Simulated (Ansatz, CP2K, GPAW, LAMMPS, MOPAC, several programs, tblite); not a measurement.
**Many methods on one cell: KBr (zincblende)**

KBr (zincblende), relaxed with r2SCAN in Ansatz, was computed with several methods. The symmetry is F-43m (No. 216, cubic); conventional cell a = 7.377 Å, 50.17 Å³ an atom. K is surrounded by 4 Br at 3.19 Å; Br is surrounded by 4 K at 3.19 Å. Note: simulated data, non-magnetic, for a generated structure that need not be the stable one.

Space group F-43m (No. 216). a = 7.377 Å, b = 7.377 Å, c = 7.377 Å, α = 90.00°, β = 90.00°, γ = 90.00°
```csv
atom,site,symmetry,x,y,z
K,4a,-43m,0.0000,0.0000,0.0000
Br,4d,-43m,0.2500,0.2500,0.7500
```

Gaps and times are for a single point on this cell; volume and bulk modulus come from each method's own relaxation or energy curve at fixed shape. Times are rough, from shared hosts (Arm Neoverse V2), and each method has its own mesh and cell size. GFN1-xTB (tblite): levels, charges or heat of formation failed a check of plausibility, so no values are given. A star marks a curve whose lowest point is an end point. PM6 (MOPAC), PM7 (MOPAC), GFN1-xTB (tblite), GFN2-xTB (tblite) treat a cluster of cells at its zone centre, which samples few k points: where these miss a band edge, the gap comes out too large for that reason alone. Gaps from k meshes are read at a limited set of points (mesh, symmetry points, PBE's band edges), so each method's own least gap may be somewhat smaller. Force fields have no electrons; where one was fitted to this phase, its volume and modulus reflect the fit. xTB and the PM methods were fitted mostly to molecules, and can miss a solid's gap by electronvolts. Minimal bases can be far off for gaps. GLLB-SC's gap includes the derivative discontinuity. d marks a direct gap, i an indirect one (no mark: not told apart), a dash a value that wasn't computed or didn't pass its checks.

```csv
method,kind,gap (eV),own volume (Å³/atom),bulk modulus (GPa),atoms computed,processor time
ffield.eim (LAMMPS),force field,–,–,–,2,0.12 s
light PBE (260 eV and a coarse mesh),light plane-wave,4.28 i,–,–,2,0.58 s
GFN1-xTB (tblite),tight binding,–,–,–,64,2 s
PBE,semilocal,4.28 i,51.55,9,2,2.3 s
PM6 (MOPAC),semi-empirical,9.24,–,–,64,2.5 s
GFN2-xTB (tblite),tight binding,3.38,55.62*,5*,64,2.6 s
PM7 (MOPAC),semi-empirical,11.44,–,–,64,2.8 s
r2SCAN,semilocal,4.84 i,50.17,10,2,5.9 s
PBE/single zeta (GPAW),small basis,3.77 d,–,–,2,6.1 s
PBE/SZV (CP2K),small basis,2.98 d,52.68,11,2,6.3 s
GLLB-SC (GPAW),model potential,9.44,–,–,2,9.5 s
PBE/DZVP (CP2K),small basis,4.42 i,52.28,9,2,12 s
```

Against r2SCAN (4.84 eV) and with closed or daggered gaps left aside, the nearest gap at the points sampled is that of PBE/DZVP (CP2K) (-0.42 eV) and the farthest that of PM7 (MOPAC) (+6.60 eV). r2SCAN is only a yardstick of convenience: semilocal gaps usually lie below measured ones, which GLLB-SC and hybrids aim to mend.

Volumes against r2SCAN's: PBE +2.7 %, PBE/SZV (CP2K) +5.0 %, PBE/DZVP (CP2K) +4.2 %.

Relaxed on its own, the cell leaves this structure with ffield.eim (LAMMPS), so no volume is listed.

Spin-orbit coupling is left out.
